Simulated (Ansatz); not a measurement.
**Pressure against volume in NaH**

The cell was reached from a generator's guess, though it ends in a space group that the Crystallography Open Database lists for this formula.

Theory: DFT PBE, scalar-relativistic, plane waves, PAW in Ansatz 0.2.0. Plane waves to 420 eV, an 8×8×8 mesh through Γ for the 2-atom cell and 0.02 eV Gaussian smearing; no spin polarisation.

Space group Fm-3m (No. 225). a = 4.830 Å, b = 4.830 Å, c = 4.830 Å, α = 90.00°, β = 90.00°, γ = 90.00°
| atom | site | symmetry | x | y | z |
| --- | --- | --- | --- | --- | --- |
| Na | 4a | m-3m | 0.0000 | 0.0000 | 0.0000 |
| H | 4b | m-3m | 0.5000 | 0.0000 | 0.0000 |

The cell was set to several volumes, with shape and atoms relaxed at each where symmetry leaves them free. Pressure is positive in compression, and energies count from the lowest row.

```
row  V (Å³/atom)  P (GPa)  ΔE (meV/atom)  gap on mesh (eV)
  1       12.396     3.81           18.3              3.99
  2       12.819     2.65            9.8              3.93
  3       13.241        ?              ?                 ?
  4       13.664     0.78            1.0              3.82
  5       14.087     0.02            0.0              3.76
  6       14.509    -0.63            0.8              3.72
  7       14.932    -1.20            3.2              3.67
  8       15.495    -1.84            8.6              3.61
```

Task: Find B = −V·ΔP/ΔV from rows 4 and 6 and from rows 1 and 2, and from the two its slope B′ and its value B0 at zero pressure.

Result: Rows 4 and 6 give −(13.664 + 14.509)/2 × (-0.63 − (0.78))/(14.509 − 13.664) = 23.5 GPa at a mean pressure of 0.08 GPa. Rows 1 and 2 give −(12.396 + 12.819)/2 × (2.65 − (3.81))/(12.819 − 12.396) = 34.6 GPa at a mean pressure of 3.23 GPa. So B′ = (34.6 − 23.5)/(3.23 − (0.08)) = 3.52 and B0 = 23.5 − 3.52 × (0.08) = 23.2 GPa. A third-order Birch–Murnaghan fit to all the energies gives B0 = 23.2 GPa and B′ = 3.7.

Task: Estimate the pressure and energy of row 3.

Result: From row 5, V0 = 14.087 × (1 + (0.02)/23.2) = 14.099 Å³/atom. Murnaghan's form P = (B0/B′)·[(V0/V)^B′ − 1] gives (23.2/3.52) × [(14.099/13.241)^3.52 − 1] = 1.63 GPa; the computed pressure is 1.64 GPa, so the estimate is off by -0.01 GPa. The work of compression from row 4, with the mean of the two pressures, gives ΔE = 1.0 + (1.63 + 0.78)/2 × (13.664 − 13.241)/160.2 × 1000 = 4.2 meV/atom (1 eV/Å³ = 160.2 GPa); the computed value is 4.2 meV/atom.

Task: Fit the gap against pressure through the other rows and estimate it at the computed pressure of row 3.

Result: Over the 7 rows the mean pressure is 0.5129 GPa and the mean gap is 3.786 eV. The sums of products of deviations are S_xx = 25.53 and S_xy = 1.69, so the slope is 1.69/25.53 = 0.0662 (r = 1.00, rms misfit 0.01 eV). At 1.64 GPa the line gives 3.786 + (0.0662) × (1.64 − 0.5129) = 3.86 eV. The computed value is 3.87 eV, so the line is off by -0.01 eV, no more than the largest miss among the fitted rows (0.02 eV).

Kohn–Sham gaps at this level usually fall short of measured ones. All volumes keep the k mesh of the relaxed cell. A later test with randomly moved atoms came back to the same energy, though modes that don't fit the test's cell weren't probed.
